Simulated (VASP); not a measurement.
# Si in VASP: relaxation of the atoms with PBE+D3(BJ)

Aim: the relaxation of the atoms of Si with PBE+D3(BJ).

Everything below comes from runs of VASP 6.6.1. Logs are shortened: lines on timing, memory, paths and dates and some standing lists are left out, and cuts for length are marked.

## (1) The slab as given

The cell holds a slab with vacuum, 16 atoms: a = 7.665 Å, b = 3.832 Å, c = 24.085 Å, α = 90.00°, β = 90.00°, γ = 90.00°.

The cell was built by a generator and needn't be a form met in nature.

## (2) Relaxation of the atoms, PBE+D3(BJ)

The input, INCAR:

```
SYSTEM = Si
PREC = Accurate ; ENCUT = 520
EDIFF = 1E-6 ; ISMEAR = 0
SIGMA = 0.03 ; LREAL = .False.
LASPH = .True. ; NELM = 120
ALGO = Normal ; ISIF = 2
LWAVE = .False. ; LCHARG = .False.
LDIPOL = .True. ; IDIPOL = 3
DIPOL = 0.5 0.5 0.500 ; GGA = PE
IVDW = 12 ; IBRION = 2
NSW = 90 ; EDIFFG = -0.01
ISYM = 0 ; KPAR = 4
```

The input, KPOINTS:

```
Automatic mesh
0
Gamma
  4 7 1
  0 0 0
```

The input, POSCAR:

```
Si
1.0
    7.6648678200      0.0000000000      0.0000000000
    0.0000000000      3.8324339100      0.0000000000
    0.0000000000      0.0000000000     24.0847900000
Si
16
Direct
   -0.0939350800      0.0000000000      0.3155518500
    0.5939350800      1.0000000000      0.2906398600
    0.5000000000      0.5000000000      0.3593541800
    0.0000000000      0.5000000000      0.3593541800
    0.2500000000      0.5000000000      0.4156125100
    0.7500000000      0.5000000000      0.4156125100
    0.7500000000      1.0000000000      0.4718708400
    0.2500000000      0.0000000000      0.4718708400
    0.5000000000      0.0000000000      0.5281291600
    0.0000000000      0.0000000000      0.5281291600
    0.0000000000      0.5000000000      0.5843874900
    0.5000000000      0.5000000000      0.5843874900
    0.7500000000      0.5000000000      0.6406458200
    0.2500000000      0.5000000000      0.6406458200
    0.1560649200      0.0000000000      0.6844481500
    0.8439350800      0.0000000000      0.7093601400
```

Potentials or basis: VASP PAW PBE potentials, release 64 (Si).

Started as:

```bash
cat potpaw_PBE.64/Si/POTCAR > POTCAR
mpirun -np 4 vasp_std > vasp.out
```

OUTCAR:

```text
SYSTEM = Si
   PREC = Accurate
   ENCUT = 520
   EDIFF = 1E-6
   ISMEAR = 0
   LREAL = .False.
   LASPH = .True.
   NELM = 120
   ISIF = 2
   GGA = PE
   IVDW = 12
   IBRION = 2
   NSW = 90
   EDIFFG = -0.01
   ISYM = 0
 IVDW          = 12

 ion  position               nearest neighbor table
   1  0.906  0.000  0.316-   4 2.30   4 2.30   2 2.47
   2  0.594  0.000  0.291-   1 2.47   3 2.63   3 2.63
   3  0.500  0.500  0.359-   5 2.35   6 2.35   2 2.63   2 2.63
   4  0.000  0.500  0.359-   1 2.30   1 2.30   6 2.35   5 2.35
   5  0.250  0.500  0.416-   8 2.35   8 2.35   3 2.35   4 2.35
   6  0.750  0.500  0.416-   7 2.35   7 2.35   3 2.35   4 2.35
   7  0.750  0.000  0.472-   9 2.35  10 2.35   6 2.35   6 2.35
   8  0.250  0.000  0.472-   9 2.35  10 2.35   5 2.35   5 2.35
   9  0.500  0.000  0.528-   7 2.35   8 2.35  12 2.35  12 2.35
  10  0.000  0.000  0.528-   7 2.35   8 2.35  11 2.35  11 2.35
  11  0.000  0.500  0.584-  10 2.35  10 2.35  14 2.35  13 2.35
  12  0.500  0.500  0.584-   9 2.35   9 2.35  14 2.35  13 2.35
  13  0.750  0.500  0.641-  11 2.35  12 2.35  16 2.63  16 2.63
  14  0.250  0.500  0.641-  15 2.30  15 2.30  11 2.35  12 2.35
  15  0.156  0.000  0.684-  14 2.30  14 2.30  16 2.47
  16  0.844  0.000  0.709-  15 2.47  13 2.63  13 2.63

IMPORTANT INFORMATION: All symmetrisations will be switched off!
NOSYMM: (Re-)initialisation of all symmetry stuff for point group C_1.

----------------------------------------------------------------------------------------

                                     Primitive cell

  volume of cell :     707.4931

  direct lattice vectors                    reciprocal lattice vectors
     7.664867820  0.000000000  0.000000000     0.130465394  0.000000000  0.000000000
     0.000000000  3.832433910  0.000000000     0.000000000  0.260930788  0.000000000
     0.000000000  0.000000000 24.084790000     0.000000000  0.000000000  0.041519980

  length of vectors
     7.664867820  3.832433910 24.084790000     0.130465394  0.260930788  0.041519980

  position of ions in fractional coordinates (direct lattice)
     0.906064920  0.000000000  0.315551850
     0.593935080  0.000000000  0.290639860
     0.500000000  0.500000000  0.359354180
     0.000000000  0.500000000  0.359354180
     0.250000000  0.500000000  0.415612510
     0.750000000  0.500000000  0.415612510
[... 8 lines left out ...]
     0.156064920  0.000000000  0.684448150
     0.843935080  0.000000000  0.709360140

  ion indices of the primitive-cell ions
   primitive index   ion index
                 1           1
                 2           2
                 3           3
                 4           4
                 5           5
                 6           6
[... 8 lines left out ...]
                15          15
                16          16

[... 100 lines left out ...]

--------------------------------------- Ionic step        1  -------------------------------------------

 number of electron      63.9999999 magnetization

 Free energy of the ion-electron system (eV)
  ---------------------------------------------------
  ext. energy  EPLUGINS =         0.00000000
  ---------------------------------------------------
  free energy    TOTEN  =       -80.58845608 eV

  energy without entropy =      -80.58361239  energy(sigma->0) =      -80.58603423

------------------------ aborting loop because EDIFF is reached ----------------------------------------

 Edisp (eV)   -4.40084

 E8    (eV) :    -1.8738
[... 99 lines left out ...]
--------------------------------------- Ionic step        3  -------------------------------------------

 number of electron      64.0000001 magnetization

 E-fermi :  -0.0258     XC(G=0):  -4.9712

 val. band max:       -0.0414766385   @ k =   0.2500   0.4286   0.0000
 cond. band min:      -0.0242078641   @ k =   0.5000   0.1429   0.0000
 fundamental gap:      0.0172687745
 Fermi energy:        -0.0257840181

 k-point     1 :       0.0000    0.0000    0.0000
  band No.  band energies     occupation
      1     -11.8279      2.00000
      2     -11.2475      2.00000
      3     -10.3438      2.00000
      4      -9.8713      2.00000
      5      -9.7964      2.00000
      6      -9.0204      2.00000
[... 696 lines left out ...]
  FREE ENERGIE OF THE ION-ELECTRON SYSTEM (eV)
  ---------------------------------------------------
  free  energy   TOTEN  =       -85.5195637609 eV

  energy  without entropy=      -85.5126555283  energy(sigma->0) =      -85.51610964

 vacuum level on the upper side and lower side of the slab       (xc-potential included)         0.006        -0.026

 dipolmoment           0.000000      0.000000      0.000111 electrons x Angstroem

[... ionic steps 4 to 35 ...]

--------------------------------------- Ionic step       36  -------------------------------------------

 number of electron      64.0000000 magnetization

------------------------ aborting loop because EDIFF is reached ----------------------------------------
[... 103 lines left out ...]
--------------------------------------- Ionic step       38  -------------------------------------------

 number of electron      64.0000000 magnetization

 dipolmoment           0.000000      0.000000     -0.000599 electrons x Angstroem

 Free energy of the ion-electron system (eV)
  ---------------------------------------------------
  ext. energy  EPLUGINS =         0.00000000
  ---------------------------------------------------
  free energy    TOTEN  =       -81.98240531 eV

  energy without entropy =      -81.98240531  energy(sigma->0) =      -81.98240531

 E-fermi :   0.0472     XC(G=0):  -4.8960

 val. band max:       -0.0933698242   @ k =   0.5000   0.1429   0.0000
 cond. band min:       0.1934668529   @ k =   0.0000   0.4286   0.0000
 fundamental gap:      0.2868366771
 Fermi energy:         0.0472239409

 k-point     1 :       0.0000    0.0000    0.0000
  band No.  band energies     occupation
      1     -11.9749      2.00000
      2     -11.5376      2.00000
      3     -10.5386      2.00000
      4      -9.9329      2.00000
      5      -9.8272      2.00000
      6      -9.1859      2.00000
[... 649 lines left out ...]
     40       2.3824      0.00000
     41       2.4673      0.00000

------------------------ aborting loop because EDIFF is reached ----------------------------------------

 vacuum level on the upper side and lower side of the slab       (xc-potential included)        -0.035        -0.030

 Edisp (eV)   -4.30576

 E8    (eV) :    -1.8339

  FORCE on cell =-STRESS in cart. coord.  units (eV):
  Direction    XX          YY          ZZ          XY          YZ          ZX
  --------------------------------------------------------------------------------------
  -------------------------------------------------------------------------------------
  Total      -4.75707     1.16646    -0.03798    -0.00000     0.00000    -0.07709
  in kB     -10.77278     2.64156    -0.08602    -0.00000     0.00000    -0.17458
  external pressure =       -2.74 kB  Pullay stress =        0.00 kB
[... 31 lines left out ...]
  FREE ENERGIE OF THE ION-ELECTRON SYSTEM (eV)
  ---------------------------------------------------
  free  energy   TOTEN  =       -86.2881609135 eV

  energy  without entropy=      -86.2881609135  energy(sigma->0) =      -86.28816091

 reached required accuracy - stopping structural energy minimisation

 vacuum level on the upper side and lower side of the slab         4.864         4.869
```

OSZICAR:

```text
N       E                     dE             d eps       ncg     rms          rms(c)
DAV:   1     0.302490826154E+03    0.30249E+03   -0.21260E+04  1230   0.116E+03
DAV:   2    -0.532071702367E+02   -0.35570E+03   -0.34323E+03  1671   0.195E+02
[... 368 lines left out ...]
DAV:   2    -0.819825576484E+02   -0.12397E-04   -0.14699E-04  1564   0.515E-02    0.118E-02
DAV:   3    -0.819825572395E+02    0.40886E-06   -0.73572E-06  1628   0.122E-02
  37 F= -.86288125E+02 E0= -.86288125E+02  d E =-.660280E-04
       N       E                     dE             d eps       ncg     rms          rms(c)
DAV:   1    -0.819823942072E+02    0.16344E-03   -0.25782E-03  1230   0.192E-01    0.212E-02
DAV:   2    -0.819824060019E+02   -0.11795E-04   -0.13625E-04  1595   0.484E-02    0.106E-02
DAV:   3    -0.819824053110E+02    0.69093E-06   -0.59923E-06  1588   0.109E-02
  38 F= -.86288161E+02 E0= -.86288161E+02  d E =-.360574E-04
```

Run time: 25 min. Hardware: 4 MPI ranks of AMD EPYC 9R45 (Zen 5), shared host; peak memory 0.92 GiB.

Results:

```
Free energy                  : -86.2882 eV
Energy gained by relaxing    : 81.2 meV/atom
Ionic steps                  : 38
Largest force after relaxing : 0.007 eV/Å
Band gap on the k mesh       : 0.29 eV, indirect (least direct gap 0.67 eV)
Dispersion energy per atom   : -0.269 eV
```

Forces on the atoms (eV/Å):
```
Si   0.004  0.000  0.000
Si   0.006  0.000 -0.004
Si  -0.001  0.000  0.001
Si   0.001  0.000 -0.003
Si  -0.003  0.000  0.003
Si   0.001  0.000  0.000
Si   0.001  0.000 -0.001
Si  -0.001  0.000  0.001
Si   0.001  0.000  0.002
Si   0.002  0.000 -0.001
Si  -0.002  0.000  0.004
Si   0.000  0.000 -0.001
Si  -0.001  0.000  0.004
Si  -0.002  0.000 -0.003
Si  -0.005  0.000 -0.002
Si  -0.001  0.000  0.001
```

Step by step:
```tsv
step	energy change (eV)	largest force (eV/Å)	pressure (GPa)
1	0.0000	1.2708	-0.81
2	-0.2628	0.7797	-0.93
3	-0.5303	1.0569	-0.98
4	-0.7327	0.8888	-0.92
5	-0.8674	0.7514	-0.78
6	-0.7112	1.9955	-0.30
7	-0.8835	0.8173	-0.69
8	-0.9782	0.5829	-0.66
9	-1.0561	0.4735	-0.55
10	-1.1056	0.3485	-0.54
11	-1.1493	0.4644	-0.51
12	-1.1905	0.4027	-0.48
13	-1.2452	0.3283	-0.43
14	-1.2680	0.2059	-0.41
15	-1.2729	0.2138	-0.38
16	-1.2800	0.1415	-0.37
17	-1.2830	0.2042	-0.34
18	-1.2885	0.1057	-0.33
19	-1.2908	0.1094	-0.32
20	-1.2933	0.0762	-0.33
21	-1.2946	0.1097	-0.33
22	-1.2965	0.0453	-0.32
23	-1.2968	0.0613	-0.31
24	-1.2976	0.0371	-0.30
25	-1.2977	0.0445	-0.29
26	-1.2981	0.0251	-0.29
27	-1.2981	0.0257	-0.28
28	-1.2983	0.0212	-0.28
29	-1.2983	0.0305	-0.28
30	-1.2985	0.0209	-0.28
31	-1.2986	0.0263	-0.28
32	-1.2987	0.0113	-0.28
33	-1.2987	0.0117	-0.28
34	-1.2987	0.0105	-0.28
35	-1.2988	0.0180	-0.28
36	-1.2988	0.0142	-0.28
37	-1.2988	0.0135	-0.27
38	-1.2989	0.0069	-0.27
```

Final structure:
```xyz
16
Lattice="7.6649 0.0000 0.0000 0.0000 3.8324 0.0000 0.0000 0.0000 24.0848" Properties=species:S:1:pos:R:3 pbc="T T T"
Si    6.6191    0.0000    7.8818
Si    4.4323    0.0000    7.1432
Si    4.0528    1.9162    8.5183
Si    7.6509    1.9162    8.7259
Si    2.0917    1.9162    9.8382
Si    5.7059    1.9162   10.1848
Si    5.7867    3.8324   11.5122
Si    2.0837    3.8324   11.2315
Si    3.8503    3.8324   12.8443
Si    0.1801    0.0000   12.5912
Si    0.0847    1.9162   13.9124
Si    3.8886    1.9162   14.2349
Si    5.9474    1.9162   15.4324
Si    1.8960    1.9162   15.5185
Si    0.8111    3.8324   16.2726
Si    6.2377    0.0000   16.8359
```
